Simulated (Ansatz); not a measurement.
The system is CdS.

```
CELL_PARAMETERS angstrom
0.00000 2.75324 2.75324
2.75324 0.00000 2.75324
2.75324 2.75324 0.00000
ATOMIC_POSITIONS crystal
Cd 0.99512 0.99134 0.00561
S 0.50878 0.51453 0.45354
```

The cell comes from a database or a generator and needn't be the stable form of this composition.

The cell isn't the ideal one: atoms moved at random, drawn with an rms of 0.15 Å.

```yaml
Program: Ansatz 0.2.0
Task: relaxation of the atoms
Functional: BLYP
Dispersion: D3(BJ)
Potentials_or_basis: all-electron LAPW, scalar-relativistic
Basis_error_allowed: 0.002 eV/atom
k_mesh: 6 × 6 × 6
Occupations: fixed
Spin: no spin polarisation
```

At the start: volume 20.87 Å³/atom.

Where does the relaxation end?

Over 4 steps the energy falls by 9.6 meV/atom; space group Fm-3m (No. 225, to 0.05 Å).

Step by step:
```tsv
step	energy change (eV)	largest force (eV/Å)
1	0.0000	0.2340
2	-0.0108	0.1532
3	-0.0192	0.0052
4	-0.0192	0.0053
```

Final structure:
```
Cd S
1.0
     0.00000    2.75324    2.75324
     2.75324    0.00000    2.75324
     2.75324    2.75324    0.00000
Cd S
1 1
Direct
  0.00181 0.00263 0.98019
  0.50209 0.50323 0.47896
```
